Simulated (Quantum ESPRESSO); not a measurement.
# Br (Immm) in Quantum ESPRESSO: reference runs

How does Br come out in PBE? The cell is run as given and disturbed.

Everything below comes from runs of Quantum ESPRESSO 7.5. Logs are shortened: lines on timing, memory, paths and dates and some standing lists are left out, and cuts for length are marked.

## Step 1: Starting point

It takes space group Immm (No. 71, orthorhombic). Conventional cell: a = 2.574 Å, b = 3.440 Å, c = 7.156 Å, α = 90.00°, β = 90.00°, γ = 90.00°. Br (site symmetry mmm) has 2 Br at 2.57 Å as nearest neighbours.

## Step 2: Single point, PBE

pw.in

```
&CONTROL
  calculation = 'scf'
  prefix = 'pwscf'
  outdir = './tmp'
  pseudo_dir = './pseudo'
  tprnfor = .true.
  tstress = .true.
  disk_io = 'nowf'
/
&SYSTEM
  ibrav = 0
  nat = 1
  ntyp = 1
  ecutwfc = 55
  ecutrho = 440
  nbnd = 9
  occupations = 'smearing'
  smearing = 'fd'
  degauss = 0.00367493
/
&ELECTRONS
  conv_thr = 2d-10
  electron_maxstep = 120
  mixing_beta = 0.5
/
ATOMIC_SPECIES
Br    79.9040 br_pbe_v1.4.uspp.F.UPF
CELL_PARAMETERS angstrom
  -1.2867684050    1.7199972000    3.5779911600
   1.2867684050   -1.7199972000    3.5779911600
   1.2867684050    1.7199972000   -3.5779911600
ATOMIC_POSITIONS crystal
Br     0.0000000000    0.0000000000    0.0000000000
K_POINTS automatic
13 13 13 0 0 0
```

Potentials or basis: SSSP 1.3 efficiency PBE.

Launch:

```
$ OMP_NUM_THREADS=1 pw.x -in pw.in > pw.out
```

pw.out:

```text
This program is part of the open-source Quantum ESPRESSO suite
     for quantum simulation of materials; please cite
[... 9 lines left out ...]
     --------------------
     sticks:   dense  smooth     PW     G-vecs:    dense   smooth      PW
     Sum        1931     957    329                33365    11807    2365

     Using Slab Decomposition

     bravais-lattice index     =            0
     lattice parameter (alat)  =       7.8863  a.u.
     unit-cell volume          =     213.7588 (a.u.)^3
     number of atoms/cell      =            1
     number of atomic types    =            1
     number of electrons       =         7.00
     number of Kohn-Sham states=            9
     kinetic-energy cutoff     =      55.0000  Ry
     charge density cutoff     =     440.0000  Ry
     scf convergence threshold =      2.0E-10
     mixing beta               =       0.5000
     number of iterations used =            8  plain     mixing
     Exchange-correlation=  SLA  PW   PBX  PBC
                           (   1   4   3   4   0   0   0)

     celldm(1)=   7.886338  celldm(2)=   0.000000  celldm(3)=   0.000000
     celldm(4)=   0.000000  celldm(5)=   0.000000  celldm(6)=   0.000000

     crystal axes: (cart. coord. in units of alat)
               a(1) = (  -0.308336   0.412146   0.857359 )
               a(2) = (   0.308336  -0.412146   0.857359 )
               a(3) = (   0.308336   0.412146  -0.857359 )

     reciprocal axes: (cart. coord. in units 2 pi/alat)
               b(1) = (  0.000000  1.213162  0.583186 )
               b(2) = (  1.621609  0.000000  0.583186 )
               b(3) = (  1.621609  1.213162  0.000000 )

     PseudoPot. # 1 for Br read from file:
     br_pbe_v1.4.uspp.F.UPF
     Pseudo is Ultrasoft + core correction, Zval =  7.0
     Generated by new atomic code, or converted to UPF format
     Using radial grid of  879 points,  6 beta functions with:
                l(1) =   0
                l(2) =   0
                l(3) =   1
                l(4) =   1
                l(5) =   2
                l(6) =   2
     Q(r) pseudized with  8 coefficients,  rinner =    1.100   1.100   1.100
                                                       1.100   1.100

     atomic species   valence    mass     pseudopotential
     Br                7.00    79.90400     Br( 1.00)

      8 Sym. Ops., with inversion, found

   Cartesian axes

     site n.     atom                  positions (alat units)
         1        Br     tau(   1) = (   0.0000000   0.0000000   0.0000000  )

     number of k points=   343  Fermi-Dirac smearing, width (Ry)=  0.0037

     Number of k-points >= 100: set verbosity='high' to print them.

     Dense  grid:    33365 G-vectors     FFT dimensions: (  54,  54,  54)

     Smooth grid:    11807 G-vectors     FFT dimensions: (  40,  40,  40)

     Initial potential from superposition of free atoms

     starting charge       7.0000, renormalised to       7.0000
     Starting wfcs are    4 randomized atomic wfcs +    5 random wfcs

     Self-consistent Calculation

     iteration #  1     ecut=    55.00 Ry     beta= 0.50
     Davidson diagonalization with overlap
     ethr =  1.00E-02,  avg # of iterations =  6.5

     Threshold (ethr) on eigenvalues was too large:
     Diagonalizing with lowered threshold

     Davidson diagonalization with overlap
     ethr =  1.63E-04,  avg # of iterations =  2.5

     total energy              =     -46.83976075 Ry
     estimated scf accuracy    <       0.01134252 Ry

     iteration #  2     ecut=    55.00 Ry     beta= 0.50
     Davidson diagonalization with overlap
     ethr =  1.62E-04,  avg # of iterations =  1.0

     total energy              =     -46.83965223 Ry
     estimated scf accuracy    <       0.00144648 Ry

     iteration #  3     ecut=    55.00 Ry     beta= 0.50
     Davidson diagonalization with overlap
     ethr =  2.07E-05,  avg # of iterations =  2.7

     total energy              =     -46.83981213 Ry
     estimated scf accuracy    <       0.00001958 Ry

     iteration #  4     ecut=    55.00 Ry     beta= 0.50
     Davidson diagonalization with overlap
     ethr =  2.80E-07,  avg # of iterations =  3.4

     total energy              =     -46.83981468 Ry
     estimated scf accuracy    <       0.00000118 Ry

     iteration #  5     ecut=    55.00 Ry     beta= 0.50
     Davidson diagonalization with overlap
     ethr =  1.69E-08,  avg # of iterations =  1.9

     total energy              =     -46.83981490 Ry
     estimated scf accuracy    <       0.00000011 Ry

     iteration #  6     ecut=    55.00 Ry     beta= 0.50
     Davidson diagonalization with overlap
     ethr =  1.61E-09,  avg # of iterations =  2.0

     total energy              =     -46.83981492 Ry
     estimated scf accuracy    <          3.7E-10 Ry

     iteration #  7     ecut=    55.00 Ry     beta= 0.50
     Davidson diagonalization with overlap
     ethr =  5.34E-12,  avg # of iterations =  4.0

     End of self-consistent calculation

     Number of k-points >= 100: set verbosity='high' to print the bands.

     the Fermi energy is     2.1935 ev

!    total energy              =     -46.83981492 Ry
     estimated scf accuracy    <          9.0E-11 Ry
     smearing contrib. (-TS)   =      -0.00035808 Ry
     internal energy E=F+TS    =     -46.83945684 Ry

     The total energy is F=E-TS. E is the sum of the following terms:
     one-electron contribution =      -2.25753256 Ry
     hartree contribution      =       4.08679405 Ry
     xc contribution           =     -26.06480772 Ry
     ewald contribution        =     -22.60391061 Ry

     convergence has been achieved in   7 iterations

     Forces acting on atoms (cartesian axes, Ry/au):

     atom    1 type  1   force =     0.00000000    0.00000000    0.00000000

     Total force =     0.000000     Total SCF correction =     0.000000

     Computing stress (Cartesian axis) and pressure

          total   stress  (Ry/bohr**3)                   (kbar)     P=       11.83
   0.00008245   0.00000000  -0.00000000           12.13        0.00       -0.00
  -0.00000000   0.00008082  -0.00000000           -0.00       11.89       -0.00
  -0.00000000  -0.00000000   0.00007805           -0.00       -0.00       11.48

=------------------------------------------------------------------------------=
   JOB DONE.
=------------------------------------------------------------------------------=
```

Run time: 1.7 min. Hardware: 1 thread of Arm Neoverse V1, shared host; peak memory 0.21 GiB.

What came out:

| Property | Result |
| --- | --- |
| Free energy | -637.2881 eV |
| Pressure | 1.2 GPa |
| Band gap on the k mesh | none (metal or under the smearing width) |

Levels at points of the mesh, in eV from the Fermi level:
| k point | band 1 | band 2 | band 3 | band 4 | band 5 | band 6 | band 7 |
| --- | --- | --- | --- | --- | --- | --- | --- |
| (0.00, 0.00, 0.00) | -15.75 | -1.84 | -1.10 | 4.00 | 5.47 | 9.38 | 12.18 |

Caveat: an odd number of electrons without spin polarisation forces a metal; a magnetic or distorted state may lie lower.

## Step 3: Single point, PBE (cell strained at random at fixed volume)

Changes to pw.in since step 2:

```diff
@@ -28,7 +28,7 @@
 CELL_PARAMETERS angstrom
-  -1.2867684050    1.7199972000    3.5779911600
-   1.2867684050   -1.7199972000    3.5779911600
-   1.2867684050    1.7199972000   -3.5779911600
+  -1.2908950000    1.6896940000    3.5706610000
+   1.2793800000   -1.7420600000    3.5916920000
+   1.2955680000    1.7455560000   -3.5958340000
 ATOMIC_POSITIONS crystal
-Br     0.0000000000    0.0000000000    0.0000000000
+Br    -0.0025580000   -0.0172150000   -0.0135570000
 K_POINTS automatic
```

Potentials or basis: SSSP 1.3 efficiency PBE.

Launch:

```
$ OMP_NUM_THREADS=1 pw.x -in pw.in > pw.out
```

pw.out:

```text
This program is part of the open-source Quantum ESPRESSO suite
     for quantum simulation of materials; please cite
[... 6 lines left out ...]
     --------------------
     sticks:   dense  smooth     PW     G-vecs:    dense   smooth      PW
     Sum        1919     957    353                33279    11803    2599

     Using Slab Decomposition

     bravais-lattice index     =            0
     lattice parameter (alat)  =       7.8534  a.u.
     unit-cell volume          =     213.7588 (a.u.)^3
     number of atoms/cell      =            1
     number of atomic types    =            1
     number of electrons       =         7.00
     number of Kohn-Sham states=            9
     kinetic-energy cutoff     =      55.0000  Ry
     charge density cutoff     =     440.0000  Ry
     scf convergence threshold =      2.0E-10
     mixing beta               =       0.5000
     number of iterations used =            8  plain     mixing
     Exchange-correlation=  SLA  PW   PBX  PBC
[... 59 lines left out ...]
     Diagonalizing with lowered threshold

     Davidson diagonalization with overlap
     ethr =  1.64E-04,  avg # of iterations =  2.4

     total energy              =     -46.83976081 Ry
     estimated scf accuracy    <       0.01137087 Ry
[... 36 lines left out ...]
     iteration #  7     ecut=    55.00 Ry     beta= 0.50
     Davidson diagonalization with overlap
     ethr =  5.43E-12,  avg # of iterations =  4.0

     End of self-consistent calculation

     Number of k-points >= 100: set verbosity='high' to print the bands.

     the Fermi energy is     2.1958 ev

!    total energy              =     -46.83980947 Ry
     estimated scf accuracy    <          7.7E-11 Ry
     smearing contrib. (-TS)   =      -0.00035315 Ry
     internal energy E=F+TS    =     -46.83945633 Ry

     The total energy is F=E-TS. E is the sum of the following terms:
     one-electron contribution =      -2.25606479 Ry
     hartree contribution      =       4.08607909 Ry
     xc contribution           =     -26.06453844 Ry
     ewald contribution        =     -22.60493219 Ry

     convergence has been achieved in   7 iterations

     Forces acting on atoms (cartesian axes, Ry/au):

     atom    1 type  1   force =     0.00000000    0.00000000    0.00000000

     Total force =     0.000000     Total SCF correction =     0.000000

     Computing stress (Cartesian axis) and pressure

          total   stress  (Ry/bohr**3)                   (kbar)     P=       11.55
   0.00007471  -0.00000113   0.00000040           10.99       -0.17        0.06
  -0.00000113   0.00008290   0.00000257           -0.17       12.20        0.38
   0.00000040   0.00000257   0.00007784            0.06        0.38       11.45

=------------------------------------------------------------------------------=
   JOB DONE.
=------------------------------------------------------------------------------=
```

Wall time 5.4 min (1 thread of Arm Neoverse V1, shared host); peak memory 0.37 GiB.

Results:

```yaml
Free_energy: -637.2881 eV
Pressure: 1.2 GPa
Band_gap_on_the_k_mesh: none (metal or under the smearing width)
```

Stress tensor (GPa, compression positive):
```
 1.10 -0.02  0.01
-0.02  1.22  0.04
 0.01  0.04  1.15
```

Levels at points of the mesh, in eV from the Fermi level:
```tsv
k point	band 1	band 2	band 3	band 4	band 5	band 6	band 7	band 8
(0.00, 0.00, 0.00)	-15.75	-1.85	-1.09	3.98	5.47	9.37	12.21	13.05
```

Caveat: an odd number of electrons without spin polarisation forces a metal; a magnetic or distorted state may lie lower.
